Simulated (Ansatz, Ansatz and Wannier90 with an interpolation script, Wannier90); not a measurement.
# AlN (F-43m): quasiparticle bands by Wannier interpolation, part 3 of 3

G0W0 gives levels on a mesh alone; what do the bands of AlN (F-43m) look like between the points?

Ansatz 0.2.0; LDA, Wannier functions and G0W0, plane waves, PAW. Known limits of the many-body steps: not at the basis limit.

So far. Step 2 (LDA bands): The gap is indirect, with the least direct gap 0.99 eV higher. Step 4 (Wannier functions by Wannier90 (Al:3s Al:3p N:2p) on …): Near the gap the model misses directly solved bands by 4.1 meV r.m.s. and by 24 meV at most in the window tested. This tests the starting bands, not the corrections carried with them.

## 5. G0W0 at every point of the mesh: 10×10×10 mesh, 95 empty bands, screening to 160 eV

Now the one-shot GW correction: screening in the RPA, then the self-energy of the levels asked for.

This step: G0W0 on LDA, plane waves, PAW.

File input.yaml:

```yaml
crystal:
  lattice:
    - [0.0, 2.18399356, 2.18399356]
    - [2.18399356, 0.0, 2.18399356]
    - [2.18399356, 2.18399356, 0.0]
  atoms:
    - { symbol: Al, position: [0.0, 0.0, 0.0] }
    - { symbol: "N", position: [0.25, 0.25, 0.25] }
kpoints:
  mp_grid: { grid: [10, 10, 10] }
hamiltonian:
  xc: lda
scf:
  occupations: { method: fixed }
gw:
  n_empty_bands: 95
  ecut_chi: 160.0
  qp_bands: [v3, c1]
  screening: { model: contour_deformation }
```

On the command line:

```sh
ansatz run input.yaml --threads 12 --pin off --max-ram 22118MiB --backend cpu --events-out ev --progress --plain --runs-dir out
```

Numbers of over 12 decimals in the logs are rounded to 6 here.

What it wrote:

```text
[...]
Crystal: 2 atoms, lattice volume = 20.835 Å³
Basis set: ecut = 420 eV, 411 PW (Γ)
Bands: 8, of which v1, the nominal top of the filled ones, is band 4 counted from 1 (3 counted from 0)
Symmetry: 24 space group operations
[...]
k-points: 47 of 1000 (time reversal used)
[...]
SCF iter   1: F=—  HF=-889.813447 eV  |F-HF|=—  |Δ(HF+E_count)|=         —  Δρ=8.87e-3  dr2=1.87e-2  ethr=1.77e-3  ⟨swp⟩=4.6  Hψ=2517  notcnv=0  defer=5
[...]
SCF iter   6: F=-889.807658 eV  HF=-889.807658 eV  |F-HF|=2.96e-12  |Δ(HF+E_count)|=   1.00e-9  Δρ=3.47e-7  dr2=7.47e-12  ethr=3.33e-11  ⟨swp⟩=2.0  Hψ=1710  notcnv=0
SCF 1 converged in 6 iterations: F = -889.807658 eV  dr2 = 7.47e-12
[...]
G₀W₀ screening: q 1/47
[... further progress lines ...]
[...]
SCF converged after 6 iterations
Free energy (F): -889.807658 eV
[...]
Internal energy: -889.807658 eV  (E = F + TS)
E sigma→0 (E₀):  -889.807658 eV
Fermi energy:    6.675938 eV
[...]
--- Band table (eV; the first three rows and the last of 47) ---
[...]
--- G₀W₀: contour deformation, 6 samples at zero and on the imaginary axis and 3 off it, 1000 q-points, 95 empty bands' worth ---
  eigenvalues of the whole cell's RPA ε∞ on this k-mesh (on a slab, of 1 + 4πα/V) = 4.3604, 4.3604, 4.3604; static W/v taken at q = 0 is 0.229336
  bands read: the sum over 99 bands ends inside a degenerate multiplet in 3 slots, whose members it reads at an even weight; the widest, k=0: bands 98 to 100 (counted from 1) at 2/3 each
    ik  band        ε_KS         Σx   Σc(E_QP)       V_xc       Z   E_QP_lin       E_QP  E_QP is
     0     2      6.6759   -21.6575     2.9923   -17.8513  0.7774     5.8557     5.8621  root
     0     3      6.6759   -21.6575     2.9923   -17.8513  0.7774     5.8557     5.8621  root
     0     4      6.6759   -21.6575     2.9923   -17.8513  0.7774     5.8557     5.8621  root
     0     5     10.9051    -9.9991    -3.9547   -14.7689  0.8123    11.7248    11.7203  root
     1     2      5.8718   -21.0726     3.0484   -17.1581  0.7751     4.9977     5.0056  root
     1     3      6.6241   -21.6584     3.0111   -17.8274  0.7771     5.7976     5.8041  root
     1     4      6.6241   -21.6584     3.0111   -17.8274  0.7771     5.7976     5.8041  root
     1     5     11.5502   -10.3359    -4.0040   -15.1999  0.8071    12.4155    12.4102  root
     2     2      4.2679   -20.6501     3.4688   -16.2014  0.7634     3.2741     3.2880  root
     2     3      6.4945   -21.6626     3.0545   -17.7744  0.7765     5.6538     5.6607  root
     2     4      6.4945   -21.6626     3.0545   -17.7744  0.7765     5.6538     5.6607  root
     2     5     12.6452    -9.9917    -4.3341   -15.2874  0.8016    13.6148    13.6069  root
     3     2      2.6098   -20.3615     4.0112   -15.3121  0.7411     1.5448     1.5715  root
     3     3      6.3463   -21.6721     3.1003   -17.7232  0.7757     5.4904     5.4977  root
[...]
45     5     12.7902    -7.4006    -4.3895   -12.6996  0.8058    13.7076    13.6998  root
    46     2      2.5641   -20.4569     4.0506   -15.3788  0.7390     1.5104     1.5366  root
    46     3      3.5516   -20.3854     3.7373   -15.6127  0.7551     2.4978     2.5163  root
    46     4      4.0313   -19.6683     3.3612   -15.3158  0.7658     3.0255     3.0400  root
    46     5     12.3173    -7.4869    -4.2501   -12.6135  0.8091    13.2006    13.1939  root
```

Run time: 2.2 min. Hardware: 12 threads of Arm Neoverse V2, shared host; peak memory 0.56 GiB.

Numbers from this step:

```yaml
bands_summed: 99
rpa_eps_infinity_on_this_mesh_eigenvalues: 4.360, 4.360, 4.360
plane_waves_in_the_screening_matrix: 113
q_points_in_the_mesh: 1000
g0w0_gap_on_the_mesh: 4.765 eV
k_of_the_valence_top: 0, 0, 0
k_of_the_conduction_bottom: 0, -0.5, -0.5
starting_gap_on_the_mesh: 3.244 eV
z_at_the_valence_top: 0.7774
z_at_the_conduction_bottom: 0.8308
least_direct_g0w0_gap_on_the_computed_points: 5.858 eV
```

The gap on the mesh goes from 3.24 eV to 4.76 eV, a correction of +1.52 eV. Between the two edge states, bare exchange in place of the xc potential would open the gap by 8.42 eV, and correlation takes back 6.89 eV.

## 6. Interpolating the corrections

A script adds the corrections, carried to the Wannier functions and back, to the LDA levels, along the path and on a 22×22×22 mesh.

| Item | Value |
| --- | --- |
| G0W0 gap over the zone | 4.765 eV |
| valence top at | Γ |
| conduction bottom at | X |
| starting gap over the zone | 3.244 eV |
| least direct G0W0 gap | 5.858 eV |
| G0W0 gap on the mesh | 4.765 eV |
| valence width, start | 5.894 eV |
| valence width, G0W0 | 6.111 eV |
| gap by a rigid shift | 4.765 eV |

Levels solved directly plus the interpolated quasiparticle correction. Limits: finite bands, cutoff and mesh. The quasiparticle bands at the labelled points (eV, zero at the valence-band top of each set):

```tsv
point	band 2	band 3	band 4	band 5
Γ	0.00	0.00	0.00	5.86
halfway	-3.05	-1.09	-1.09	7.64
X	-5.16	-1.95	-1.95	4.76
halfway	-4.98	-2.67	-1.83	5.43
U	-4.51	-3.89	-1.51	6.71
jump to K	-4.51	-3.89	-1.51	6.71
halfway	-3.76	-1.65	-0.22	9.14
Γ	0.00	0.00	0.00	5.86
halfway	-3.47	-0.28	-0.28	8.21
L	-6.11	-0.53	-0.53	9.12
halfway	-5.40	-2.41	-1.23	8.83
W	-4.04	-3.69	-2.90	7.67
halfway	-4.82	-2.61	-2.48	6.09
X	-5.16	-1.95	-1.95	4.76
```

The same for LDA:

```tsv
point	band 2	band 3	band 4	band 5
Γ	0.00	0.00	0.00	4.23
X	-4.95	-1.79	-1.79	3.24
U	-4.29	-3.66	-1.38	5.08
K	-4.29	-3.66	-1.38	5.08
Γ	0.00	0.00	0.00	4.23
L	-5.89	-0.48	-0.48	7.27
W	-3.81	-3.47	-2.72	5.96
X	-4.95	-1.79	-1.79	3.24
```

The first set of quasiparticle bands as a text plot (rows in eV):

```
    9.4 |                    ++++               ++++++
    8.7 |                   +                +++      +
    8.1 |    ++                  +         ++          ++
    7.4 |   +  +           +      ++      +              +++
    6.8 |  +    +        ++         +    +                  ++
    6.1 |++      +      +            ++++
    5.4 |         ++   +                                      +
    4.8 |           +++                                        ++
    4.1 |
    3.5 |
    2.8 |
    2.1 |
    1.5 |
    0.8 |
    0.2 |**                      **********
   -0.5 | *****              **** ****  *  **********
   -1.2 |      **          **    *  *    *         ****
   -1.8 |   *    **********     * **      *          * **      **
   -2.5 |    **        *       *           *          *  *  ***
   -3.1 |      *        *    **  *          *          ** ****
   -3.8 |       *        ****   *                        ***
   -4.5 |        ***     *******             *          *  ***
   -5.1 |           *****                     *       **      ***
   -5.8 |                                      *******
         Γ           X  U|K            Γ         L        W     X
```

Minima of the lowest conduction band, from levels solved directly at the displaced points, plus the interpolated correction; masses are left empty at degenerate points, on flat bands and where the interpolated correction rules the curvature; G0W0 masses are rough. Conduction valleys, by row:

```tsv
point	k (reciprocal lattice)	valleys in the zone	G0W0 level above the valence top (eV)	LDA level above the valence top (eV)	G0W0 principal masses (m_e)	LDA principal masses (m_e)
X	-0.500 -0.500 0.000	3	4.765	3.244	0.315 0.315 0.512	0.323 0.323 0.525
Γ	0.000 0.000 0.000	1	5.858	4.229	0.301 0.301 0.301	0.298 0.298 0.298
```

Second differences of levels solved directly at the displaced points, plus the interpolated correction, at the quasiparticle band edges; no spin-orbit coupling; left empty where the band is flat or the interpolated correction rules the curvature. Effective masses, by row:

```tsv
carrier	point	Cartesian direction	band	LDA mass (m_e)	G0W0 mass (m_e)
hole	Γ	100	4	1.431	1.269
hole	Γ	100	3	1.431	1.269
hole	Γ	100	2	0.324	0.323
hole	Γ	010	4	1.431	1.269
hole	Γ	010	3	1.431	1.269
hole	Γ	010	2	0.324	0.323
hole	Γ	001	4	1.431	1.269
hole	Γ	001	3	1.431	1.269
hole	Γ	001	2	0.324	0.323
hole	Γ	110	3	1.431	1.269
hole	Γ	110	2	0.264	0.256
hole	Γ	111	4	4.353	4.065
hole	Γ	111	3	4.353	4.065
hole	Γ	111	2	0.248	0.239
electron	X	100	5	0.323	0.315
electron	X	010	5	0.323	0.315
electron	X	001	5	0.525	0.512
electron	X	110	5	0.323	0.315
electron	X	111	5	0.37	0.361
```

Corrections by starting level (eV, on the run's own energy scale, so only their differences matter):

```tsv
start	correction
-5.89	−1.03
-4.73	−1.02
-4.38	−1.03
-3.52	−1.03
-2.57	−1.00
-1.97	−0.95
-1.64	−0.97
-1.25	−0.94
-0.94	−0.91
-0.67	−0.88
-0.41	−0.86
-0.05	−0.82
0.00	−0.81
3.24	+0.71
5.06	+0.83
6.04	+0.90
6.77	+1.02
7.70	+1.09
```

## 7. What came out

| Item | Value |
| --- | --- |
| LDA gap | 3.24 eV |
| G0W0 gap over the zone | 4.76 eV, indirect |
| least direct G0W0 gap, in the model | 5.86 eV |
| GW settings | 10×10×10 mesh, 95 empty bands, screening to 160 eV |
| known limits | not at the basis limit |

In words: The Wannier model follows the LDA bands to 4 meV r.m.s. near the gap. The G0W0 gap over the zone is 4.76 eV, indirect, from Γ to X; on the mesh alone it is 4.76 eV, nearly the same. The valence width in the model goes from 5.89 eV to 6.11 eV. At the band edge the lightest electron mass is 0.32 m_e at the start and 0.32 m_e in G0W0; the G0W0 masses rest on corrections from the 10×10×10 mesh alone and are rough. Bands and cutoff are finite, so the gap is not at the basis limit. The miss can reach some tenths of an eV and take either sign; the mesh is an error of its own. Above the frozen window of the model the interpolated levels need not meet the computed ones, even at points of the mesh.

[Paths, hosts, dates, memory and timing lines, banners, echoed tables and standing remarks are left out of the program output.]

[Logs are printed without paths, hosts, clocks, repeated set-up lines and the standing remarks that a program may print on its own settings, such as how far it seeks lower states.]

[Runs of the session that timed out or met a known fault of the program may be left out.]

[Hosts, paths, dates, database ids (printed as entryN), source tags and the programs' standing remarks are cut or masked in the printed files.]
